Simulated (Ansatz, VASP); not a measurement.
# Cross-check of GaAs between VASP and Ansatz

One calculation is typed for both programs; each brings its own data sets and cutoff. How far apart do they land?

Program: Ansatz 0.2.0. Level of theory: plane waves, with VASP 6.6.1 beside it; band structure at HSE03 and band structure at r2SCANh with an exact-exchange share of 0.1. Results are calculated unless marked as measured.

## Step 1: The starting structure

The structure is cubic, space group F-43m (No. 216). Conventional cell: a = 5.654 Å, b = 5.654 Å, c = 5.654 Å, α = 90.00°, β = 90.00°, γ = 90.00°. Nearest to Ga lie 4 As at 2.45 Å. As has 4 Ga at 2.45 Å nearest. Farther neighbours are not listed.

## Step 2: Ansatz: band structure, HSE03

Ansatz runs on its default PAW (the set named soft_2) files.

The same path points are solved in both programs, so levels can be compared one by one.

input.yaml reads:

```yaml
crystal:
  lattice:
    - [0.0, 2.82685, 2.82685]
    - [2.82685, 0.0, 2.82685]
    - [2.82685, 2.82685, 0.0]
  atoms:
    - { symbol: Ga, position: [0.0, 0.0, 0.0] }
    - { symbol: As, position: [0.25, 0.25, 0.25] }
hamiltonian:
  xc: { exchange: pbe, correlation: pbe, exx: { coeff: 0.25, omega: 0.3 } }
  pseudopotentials: { kind: paw }
kpoints:
  mp_grid: { grid: [4, 4, 4] }
  band_path:
    path:
      - [0.0, 0.0, 0.0]
      - [0.5, 0.0, 0.5]
      - [0.5, 0.2, 0.7]
      - [0.4, 0.35, 0.75]
      - [0.15, 0.15, 0.3]
      - [0.2, 0.2, 0.2]
      - [0.55, 0.4, 0.55]
      - [0.6, 0.25, 0.65]
      - [0.5, 0.25, 0.75]
      - [0.5, 0.5, 0.5]
      - [0.375, 0.375, 0.75]
      - [0.5, 0.0, 0.5]
    npoints: 1
scf:
  occupations: { method: gaussian, width: 0.02 }
  n_extra_bands: 7
output:
  forces: true
  stress: true
  eigenvalues: true
```

Command:

```console
$ ansatz run input.yaml --threads 4 --pin off --max-ram 9216MiB --backend cpu --events-out ev --progress --plain --runs-dir out
```

Numbers of over 12 decimals in the logs are rounded to 6 here.

Log:

```text
Warning: output.stress: scf.convergence.dr2_threshold = 1e-7 eV (the SCF's general default) is looser than the 2e-10 eV advised for a printed stress (1e-10 eV for each atom of the cell: 2). What an SCF threshold leaves in a stress goes as its square root, and in the free energy as the threshold itself, and one threshold admits the most on a small cell: [figures from the program's tests cut] Set scf.convergence.dr2_threshold to 2e-10 eV or tighter. The threshold is an SCF's pass mark: one that does not reach it within its budget of iterations ends unconverged, or closes short of it on a stop that the run arms, and scf.convergence.dr2_threshold's page says what that costs each kind of run
Warning: output.stress: scf.exx.energy_threshold = 1e-6 eV is looser than the 2e-8 eV advised for a stress under a hybrid functional (1e-8 eV for each atom of the cell: 2). Every SCF of the exchange loop can meet its threshold on dr2 while the loop round them stops early: no threshold on dr2 bounds what that leaves in the stress. Set scf.exx.energy_threshold to 2e-8 eV or tighter. The threshold is the loop's pass mark: a loop that does not reach it within its budget of cycles ends unconverged, and scf.exx.energy_threshold's page has the law
scf.n_extra_bands = 7 over 14 filled bands (N_el = 28.0): the run solves 21 bands
Engine: ansatz 0.2.0, aarch64-unknown-linux-gnu
Pseudopotentials: kind: paw
Pseudopotential: Ga, paw, valence charge 13, recommended cutoff 420 eV (normal), Ga.paw.azcp
Pseudopotential: As, paw, valence charge 15, recommended cutoff 420 eV (normal), As.paw.azcp
Functional definition: unnamed
  parameter a_1 = 0.25
  parameter omega_1 = 0.3/angstrom
  exchange = pbe_x + (-a_1)*pbe_x_sr(omega_1) + a_1*exact_x_sr(omega_1)
  correlation = pbe_c
Crystal: 2 atoms, lattice volume = 45.179 Å³
Basis set: ecut = 420 eV, 893 PW (Γ), exchange–correlation on 54×54×54 points (8 copies of the dense FFT grid, shifted against one another)
Bands: 21, of which v1, the nominal top of the filled ones, is band 14 counted from 1 (13 counted from 0)
Symmetry: 24 space group operations
Space group: F-43m (ITA 216), of the structure as read, at distance tolerance 3.6e-5 Å
k-points: 8 of 64 (time reversal used)
Non-local potential: Ga, projectors of the file, l = 0: 2, l = 1: 2, l = 2: 3, l = 3: 1
Non-local potential: As, projectors of the file, l = 0: 2, l = 1: 2, l = 2: 3, l = 3: 1
PAW form: soft (Blöchl's): semilocal exchange-correlation on the pseudo side does not see the compensation charge
PAW frozen core: Ga, regenerated for the run's functional, and the local potential with it (the file was generated under x = pbe(κ = 0.804, μ = 0.219515), c = pbe(β = 0.066725))
PAW frozen core: As, regenerated for the run's functional, and the local potential with it (the file was generated under x = pbe(κ = 0.804, μ = 0.219515), c = pbe(β = 0.066725))
PAW one-centre angular grid: Ga, 590 points (default); XC on 64 Gauss nodes
PAW one-centre angular grid: As, 590 points (default); XC on 64 Gauss nodes
Initial density: superposition of atomic densities (neutral atoms: chi_scale 0, normalization atom), corrected by the library's trained network
Initial wavefunctions: pseudopotential atomic-orbital guess
Functional: x = pbe(κ = 0.804, μ = 0.219515), c = pbe(β = 0.066725), warm-up for x = pbe(κ = 0.804, μ = 0.219515) + 0.25 (exact − pbe) at short range (hse, ω = 0.3 Å⁻¹), c = pbe(β = 0.066725)
SCF iter   1: F=—  HF=-8639.661578 eV  |F-HF|=—  |Δ(HF+E_count)|=         —  Δρ=1.57e-3  dr2=4.74e-4  ethr=1.77e-3  ⟨swp⟩=8.1  Hψ=708  notcnv=0
preconditioner: auto → none  [insulator: Δε(μ)=0.511 eV  Ē_g=18.052 eV  σ=0.020 eV  W_gap=1.00  n_scr=14 (ndim 8)  ℏωp=23.4 eV  f_vac=0.086  D(μ)=0.00/eV (n_scr^D=0)]
SCF iter   2: F=—  HF=-8639.661686 eV  |F-HF|=—  |Δ(HF+E_count)|=   1.09e-4  Δρ=6.25e-4  dr2=7.89e-5  ethr=1.69e-6  ⟨swp⟩=5.4  Hψ=530  notcnv=0  defer=4
SCF iter   3: F=-8639.661721 eV  HF=-8639.661726 eV  |F-HF|=5.13e-6  |Δ(HF+E_count)|=   4.01e-5  Δρ=2.20e-4  dr2=1.10e-5  ethr=2.82e-7  ⟨swp⟩=3.1  Hψ=317  notcnv=0  defer=1
SCF 1 stopped early in 3 iterations: F = -8639.661721 eV  dr2 = 1.10e-5
  greatest PAW one-centre occupation: 0.999 electrons in one spin orbital (limit 2), on the As atom at site 1 (counted from 0), in its partial waves of l = 2
Initial density: handed on by an earlier stage of this run
Initial wavefunctions: those handed on with the density
Functional: x = pbe(κ = 0.804, μ = 0.219515) + 0.25 (exact − pbe) at short range (hse, ω = 0.3 Å⁻¹), c = pbe(β = 0.066725)
Exchange kernel: α = 0.2500, screened, ω = 0.3000 Å⁻¹, Wigner–Seitz truncation, v(0) = 502.3935 eV·Å³, q-mesh 4×4×4, nearest image of the exchange supercell L = 15.99 Å, pair-density grid 15×15×15, without the augmentation charges, whose exchange is taken in its separable form by FFT convolution over the k-point mesh (sized by the pseudopotential files, 24×24×24 at the most), smooth part of the exact exchange by density-matrix convolution
Frozen-core exchange: fock
SCF iter   1: F=—  HF=-8641.426981 eV  |F-HF|=—  |Δ(HF+E_count)|=         —  Δρ=1.30e-2  dr2=3.01e-2  ethr=3.95e-7  ⟨swp⟩=6.8  Hψ=849  notcnv=0
preconditioner: auto → none  [insulator: Δε(μ)=1.219 eV  Ē_g=20.600 eV  σ=0.020 eV  W_gap=1.00  n_scr=14 (ndim 8)  ℏωp=23.4 eV  f_vac=0.089  D(μ)=0.00/eV (n_scr^D=0)]
SCF iter   2: F=—  HF=-8641.406334 eV  |F-HF|=—  |Δ(HF+E_count)|=   2.06e-2  Δρ=2.72e-3  dr2=1.91e-3  ethr=3.95e-7  ⟨swp⟩=4.1  Hψ=615  notcnv=0
SCF iter   3: F=—  HF=-8641.412906 eV  |F-HF|=—  |Δ(HF+E_count)|=   6.57e-3  Δρ=2.96e-3  dr2=1.28e-3  ethr=3.95e-7  ⟨swp⟩=4.1  Hψ=573  notcnv=0
SCF iter   4: F=—  HF=-8641.412801 eV  |F-HF|=—  |Δ(HF+E_count)|=   1.05e-4  Δρ=1.09e-3  dr2=2.10e-4  ethr=3.95e-7  ⟨swp⟩=4.0  Hψ=415  notcnv=0
iter 5 solved again at ethr=1.33e-9 eV; its pass at ethr=3.95e-7 eV (dr2=3.73e-7 eV) is discarded
SCF iter   5: F=—  HF=-8641.412815 eV  |F-HF|=—  |Δ(HF+E_count)|=   1.43e-5  Δρ=2.27e-5  dr2=7.72e-6  ethr=1.33e-9  ⟨swp⟩=4.0  Hψ=788  notcnv=0
SCF iter   6: F=—  HF=-8641.412954 eV  |F-HF|=—  |Δ(HF+E_count)|=   1.39e-4  Δρ=1.84e-4  dr2=6.15e-6  ethr=1.33e-9  ⟨swp⟩=4.5  Hψ=567  notcnv=0  defer=1
SCF iter   7: F=-8641.412948 eV  HF=-8641.412948 eV  |F-HF|=5.63e-7  |Δ(HF+E_count)|=   6.03e-6  Δρ=2.14e-5  dr2=2.54e-7  ethr=1.33e-9  ⟨swp⟩=4.0  Hψ=442  notcnv=0
SCF 2 stopped early in 7 iterations: F = -8641.412948 eV  dr2 = 2.54e-7
hybrid outer 1: dexx = +7.736e-3 eV, tail = 5.17e-5 eV
Exchange kernel: α = 0.2500, screened, ω = 0.3000 Å⁻¹, Wigner–Seitz truncation, v(0) = 502.3935 eV·Å³, q-mesh 4×4×4, nearest image of the exchange supercell L = 15.99 Å, pair-density grid 15×15×15, without the augmentation charges, whose exchange is taken in its separable form by FFT convolution over the k-point mesh (sized by the pseudopotential files, 24×24×24 at the most), smooth part of the exact exchange by density-matrix convolution
Frozen-core exchange: fock
SCF iter   1: F=—  HF=-8641.412988 eV  |F-HF|=—  |Δ(HF+E_count)|=         —  Δρ=6.45e-5  dr2=1.67e-6  ethr=9.23e-7  ⟨swp⟩=4.0  Hψ=357  notcnv=0
preconditioner: auto → none  [insulator: Δε(μ)=1.296 eV  Ē_g=20.408 eV  σ=0.020 eV  W_gap=1.00  n_scr=14 (ndim 8)  ℏωp=23.4 eV  f_vac=0.088  D(μ)=0.00/eV (n_scr^D=0)]
SCF iter   2: F=—  HF=-8641.412988 eV  |F-HF|=—  |Δ(HF+E_count)|=   3.28e-7  Δρ=2.60e-5  dr2=2.30e-7  ethr=4.90e-9  ⟨swp⟩=4.0  Hψ=463  notcnv=0
SCF iter   3: F=—  HF=-8641.412988 eV  |F-HF|=—  |Δ(HF+E_count)|=   4.82e-7  Δρ=1.48e-5  dr2=9.63e-8  ethr=5.07e-10  ⟨swp⟩=3.4  Hψ=368  notcnv=0  defer=2
SCF iter   4: F=—  HF=-8641.412988 eV  |F-HF|=—  |Δ(HF+E_count)|=   2.12e-8  Δρ=2.39e-6  dr2=2.45e-9  ethr=3.06e-10  ⟨swp⟩=3.2  Hψ=309  notcnv=0
SCF iter   5: F=-8641.412988 eV  HF=-8641.412988 eV  |F-HF|=3.07e-10  |Δ(HF+E_count)|=   3.58e-9  Δρ=7.17e-7  dr2=1.15e-9  ethr=5.38e-12  ⟨swp⟩=4.0  Hψ=502  notcnv=0
SCF 3 converged in 5 iterations: F = -8641.412988 eV  dr2 = 1.15e-9
  Residual-converged pass: ⟨swp⟩=2.0  Hψ=191  notcnv=0  max |occ|·‖R‖ = 2.4e-6 eV (tolerance 2.4e-6 eV)  dr2=1.15e-9  dr2_onsite=1.75e-10  max |Δocc| = 0.0e0
hybrid outer 2: dexx = +5.945e-7 eV, tail = 2.31e-8 eV, Δε = 2.69e-3 eV (about 8.71e-5 eV left of the loop's levels)
NSCF: frozen V_eff on 12 k-points
hybrid SCF converged: 2 outer / 12 inner (+3 warm-up), last move |dexx| = 5.94e-7 eV, tail = 2.31e-8 eV
Stability not checked: this state was not tested for a lower state beside it, because the functional holds exact exchange (a hybrid, or Hartree-Fock), whose exchange loop this test does not read (fock_operator; see scf.lower_state_search)
Free energy (F): -8641.412988 eV
Frozen-core exchange: fock
Harris-Foulkes:  -8641.412988 eV  (|F-HF|=3.07e-10)
Internal energy: -8641.412988 eV  (E = F + TS)
E sigma→0 (E₀):  -8641.412988 eV
Fermi energy:    8.533572 eV
--- Per-component energies (eV) ---
  E_band       = -381.369651
  E_kinetic    = 218.148695
  E_local      = -3921.465483  (includes V_loc(G=0)·N_el)
  E_nonlocal   = -244.390344
  E_hartree    = 1981.048060
  E_xc         = -121.585829
  E_vxc        = -111.758967  (∫ρ·V_xc dr)
  E_exx        = -104.497470  (= α·E_x^exact, valence–valence)
  E_paw        = -3749.272950  (= ΣΔE_a)
  E_vpaw       = -75.005107  (= ΣTr[D̂ρ^β])
  E_aug_tail   = -0.000141  (compensation charges beyond the density's cutoff)
  E_ewald      = -2698.727786
  E_core_change = -0.669740  (= ΣΔE_core)
  E_smearing   = -0.000000  (= −TS)
  E_closure    = 0.000000  (closes the sum)
  Σ components = -8641.412988   (vs F -8641.412988, Δ=-1.82e-12)
--- Forces (eV/Å), atoms counted from 1 ---
  atom   1  Ga     0.00000000    -0.00000000     0.00000000
  atom   2  As    -0.00000000     0.00000000    -0.00000000
  max |Σ_I F_I| component: 2.70e-16 eV/Å
--- Stress (GPa, compression-positive) ---
        1.723557      -0.000000      -0.000000
        0.000000       1.723557       0.000000
        0.000000       0.000000       1.723557
  P = ⅓ Tr σ = 1.7236 GPa (17.236 kbar)
--- Band table (eV; the first three rows and the last of 8) ---
  k-point 0: bands = [... 10 lower, -5.9327, 7.8849, 7.8849, 7.8849, 9.1820, 12.2383, 12.2383, 12.2383, ... 3 higher]
  k-point 1: bands = [... 10 lower, -5.1869, 3.5534, 7.1697, 7.1697, 9.9942, 13.1472, 13.1472, 14.6302, ... 3 higher]
  k-point 2: bands = [... 10 lower, -4.0165, 0.7813, 6.6691, 6.6691, 9.5079, 13.1523, 13.1523, 16.3334, ... 3 higher]
  k-point 7: bands = [... 10 lower, -3.1343, 0.8118, 4.1125, 4.3395, 13.1642, 13.3181, 14.0720, 14.5571, ... 3 higher]
```

Run time: 20 s. Hardware: 4 threads of Arm Neoverse V1, shared host; peak memory 0.72 GiB.

In the SCF lines HF is the Harris–Foulkes energy and dr2 the Hartree energy of the density residual, in eV; the loop may stop once dr2 is under the threshold and the program's other checks hold. Hψ counts applications of the Hamiltonian.

## Step 3: VASP: band structure, HSE03

The same cell, functional, mesh and smearing now go to VASP, with its own data sets and cutoff.

Lines of VASP's logs that name or quote its potential files are left out, and so is its time.

The run reads the wave functions of an earlier VASP run, which isn't shown here.

INCAR reads:

```
SYSTEM = GaAs
PREC = Accurate
ENCUT = 400
EDIFF = 1E-06
NELM = 100
ISMEAR = 0
SIGMA = 0.02
LREAL = .FALSE.
ALGO = Normal
LHFCALC = .TRUE.
AEXX = 0.25
GGA = PE
HFSCREEN = 0.3
LASPH = .TRUE.
NBANDS = 15
PRECFOCK = Fast
LORBIT = 11
LWAVE = .FALSE.
LCHARG = .FALSE.
KPAR = 4
```

POSCAR reads:

```
GaAs
1.0
    0.0000000000      2.8268500000      2.8268500000
    2.8268500000      0.0000000000      2.8268500000
    2.8268500000      2.8268500000      0.0000000000
Ga As
1 1
Direct
    0.0000000000      0.0000000000      0.0000000000
    0.2500000000      0.2500000000      0.2500000000
```

KPOINTS reads:

```
Automatic mesh
0
Gamma
4 4 4
0 0 0
```

KPOINTS_OPT reads:

```
Line mode
6
Line-mode
Reciprocal
  0.00000000   0.00000000   0.00000000 GAMMA
  0.50000000   0.00000000   0.50000000 X

  0.50000000   0.00000000   0.50000000 X
  0.50000000   0.25000000   0.75000000 W

  0.50000000   0.25000000   0.75000000 W
  0.37500000   0.37500000   0.75000000 K

  0.37500000   0.37500000   0.75000000 K
  0.00000000   0.00000000   0.00000000 GAMMA

  0.00000000   0.00000000   0.00000000 GAMMA
  0.50000000   0.50000000   0.50000000 L

  0.50000000   0.50000000   0.50000000 L
  0.62500000   0.25000000   0.62500000 U

  0.62500000   0.25000000   0.62500000 U
  0.50000000   0.25000000   0.75000000 W

  0.50000000   0.25000000   0.75000000 W
  0.50000000   0.50000000   0.50000000 L

  0.50000000   0.50000000   0.50000000 L
  0.37500000   0.37500000   0.75000000 K

  0.62500000   0.25000000   0.62500000 U
  0.50000000   0.00000000   0.50000000 X
```

Potentials, in the order of the species: Ga_d and As (PBE family, release 64).

Command:

```console
$ mpirun -np 4 vasp_std
```

Log:

```text
[banner, memory and clock lines left out]
running    4 mpi-ranks, on    1 nodes
 distrk:  each k-point on    1 cores,    4 groups
 distr:  one band on    1 cores,    1 groups

 POSCAR found type information on POSCAR GaAs
 POSCAR found :  2 types and       2 ions
 LDA part: xc-table for (Slater+PW92), standard interpolation
 found WAVECAR, reading the header
 POSCAR, INCAR and KPOINTS ok, starting setup
 FFT: planning ... GRIDC
 FFT: planning ... GRID_SOFT
 FFT: planning ... GRID
 reading WAVECAR
 the WAVECAR file was read successfully
 initial charge from wavefunction
 entering main loop
       N       E                     dE             d eps       ncg     rms          rms(c)
DAV:   1    -0.941320033577E+01   -0.94132E+01   -0.68578E-01   374   0.162E+01    0.220E+00
DAV:   2    -0.940777516621E+01    0.54252E-02   -0.48416E-02   343   0.362E+00    0.148E+00
DAV:   3    -0.940581441330E+01    0.19608E-02   -0.53524E-03   324   0.124E+00    0.867E-01
DAV:   4    -0.940536781683E+01    0.44660E-03   -0.73040E-04   318   0.294E-01    0.487E-01
DAV:   5    -0.940523962155E+01    0.12820E-03   -0.11066E-04   275   0.869E-02    0.279E-01
DAV:   6    -0.940520340002E+01    0.36222E-04   -0.21975E-05   282   0.410E-02    0.158E-01
DAV:   7    -0.940519168728E+01    0.11713E-04   -0.45576E-06   268   0.197E-02    0.889E-02
DAV:   8    -0.940518748050E+01    0.42068E-05   -0.14778E-06   260   0.965E-03    0.492E-02
DAV:   9    -0.940518616833E+01    0.13122E-05   -0.51177E-07   141   0.508E-03    0.274E-02
DAV:  10    -0.940518572207E+01    0.44626E-06   -0.25657E-07   141   0.380E-03
   1 F= -.94051857E+01 E0= -.94051857E+01  d E =-.385115E-39
 Start KPOINTS_OPT (optional k-point list driver)
k-point batch [1-8\60]
       N       E                     dE             ncg
DAV:   1    -0.369066871571E+03   -0.29836E+04      240
DAV:   2    -0.113337679983E+04   -0.76431E+03      268
DAV:   3    -0.119197152787E+04   -0.58595E+02      303
DAV:   4    -0.119352294852E+04   -0.15514E+01      297
DAV:   5    -0.119354164460E+04   -0.18696E-01      331
DAV:   6    -0.119354207031E+04   -0.42572E-03      358
DAV:   7    -0.119354207601E+04   -0.56997E-05      307
DAV:   8    -0.119354207618E+04   -0.16693E-06      260
[...]
k-point batch [57-60\60]
       N       E                     dE             ncg
DAV:   1     0.211198731021E+04   -0.27070E+04      120
DAV:   2     0.174065931188E+04   -0.37133E+03      120
DAV:   3     0.171193002478E+04   -0.28729E+02      155
DAV:   4     0.171132339714E+04   -0.60663E+00      156
DAV:   5     0.171131717828E+04   -0.62189E-02      155
DAV:   6     0.171131701296E+04   -0.16533E-03      179
DAV:   7     0.171131701111E+04   -0.18465E-05      146
DAV:   8     0.171131701107E+04   -0.41394E-07      130
```

From OUTCAR (step 3):

```text
ion  position               nearest neighbor table
   1  0.000  0.000  0.000-   2 2.45   2 2.45   2 2.45   2 2.45
   2  0.250  0.250  0.250-   1 2.45   1 2.45   1 2.45   1 2.45

  LATTYP: Found a face centered cubic cell.
 ALAT       =     5.6537000000

 Subroutine GETGRP returns: Found 24 space group operations
 (whereof 24 operations were pure point group operations)

The static configuration has the point symmetry T_d .

 Found      8 irreducible k-points:

   k-points           NKPTS =      8   k-points in BZ     NKDIM =     64   number of bands    NBANDS=     15

   dimension x,y,z NGX =    28 NGY =   28 NGZ =   28
   dimension x,y,z NGXF=    56 NGYF=   56 NGZF=   56

   ENCUT  =  400.0 eV  29.40 Ry    5.42 a.u.   6.52  6.52  6.52*2*pi/ulx,y,z

   NELECT =      18.0000    total number of electrons

 k-points in reciprocal lattice and weights: Automatic mesh
   0.00000000  0.00000000  0.00000000       0.016
   0.25000000  0.00000000  0.00000000       0.125
   0.50000000  0.00000000  0.00000000       0.062
   0.25000000  0.25000000  0.00000000       0.094
   0.50000000  0.25000000  0.00000000       0.375
  -0.25000000  0.25000000  0.00000000       0.188
   0.50000000  0.50000000  0.00000000       0.047
  -0.25000000  0.50000000  0.25000000       0.094

  exchange ACFDT corr.  =         0.00000000  see jH, gK, PRB 81, 115126

 average (electrostatic) potential at core
       1 -59.5934       2 -46.6968

 E-fermi :   3.7970

 k-point     1 :       0.0000    0.0000    0.0000
  band No.  band energies     occupation
    ...
      5     -13.5911      2.00000
      6     -10.2085      2.00000
      7       3.6146      2.00000
      8       3.6146      2.00000
      9       3.6146      2.00000
     10       4.9068      0.00000
     11       7.9749      0.00000
     12       7.9749      0.00000
     13       7.9749      0.00000
     14      12.0137      0.00000
    ...

 k-point     2 :       0.2500    0.0000    0.0000
  band No.  band energies     occupation
    ...
      5     -13.5905      2.00000
      6      -9.4635      2.00000
      7      -0.7107      2.00000
      8       2.9026      2.00000
      9       2.9027      2.00000
     10       5.7278      0.00000
     11       8.8804      0.00000
     12       8.8804      0.00000
     13      10.3557      0.00000
     14      13.3489      0.00000
    ...

 k-point     3 :       0.5000    0.0000    0.0000
  band No.  band energies     occupation
    ...
      5     -13.5881      2.00000
      6      -8.2973      2.00000
      7      -3.4761      2.00000
      8       2.4037      2.00000
      9       2.4037      2.00000
     10       5.2424      0.00000
     11       8.8866      0.00000
     12       8.8866      0.00000
     13      12.0820      0.00000
     14      15.0002      0.00000
    ...

  energy-cutoff  :      400.00
  volume of cell :       45.18
      direct lattice vectors                 reciprocal lattice vectors
     0.000000000  2.826850000  2.826850000    -0.176875321  0.176875321  0.176875321
     2.826850000  0.000000000  2.826850000     0.176875321 -0.176875321  0.176875321
     2.826850000  2.826850000  0.000000000     0.176875321  0.176875321 -0.176875321

 POSITION                                       TOTAL-FORCE (eV/Angst)
 -----------------------------------------------------------------------------------
      0.00000      0.00000      0.00000         0.000000     -0.000000      0.000000
      1.41342      1.41342      1.41342        -0.000000      0.000000     -0.000000
 -----------------------------------------------------------------------------------
    total drift:                               -0.000015     -0.000022     -0.000024

  FREE ENERGIE OF THE ION-ELECTRON SYSTEM (eV)
  ---------------------------------------------------
  free  energy   TOTEN  =        -9.4051857221 eV

  energy  without entropy=       -9.4051857221  energy(sigma->0) =       -9.40518572

 total charge
# of ion       s       p       d       tot
------------------------------------------
    1        0.830   0.809  10.012  11.650
    2        1.209   1.668   0.031   2.908
--------------------------------------------------
tot          2.039   2.477  10.043  14.558

[... 3 further parts left out ...]
```

Spin-orbit coupling is off here; it would split degenerate levels, and it lifts a valence top of As p states by about 0.1 eV.

[end of part 1 of 2]

[Lines on the potential files, build, host, timing and source positions are cut from VASP's logs without a mark.]

[Logs are printed without paths, hosts, clocks, repeated set-up lines and the standing remarks that a program may print on its own settings, such as how far it seeks lower states.]

[Hosts, paths, dates, database ids (printed as entryN), source tags and the programs' standing remarks are cut or masked in the printed files.]
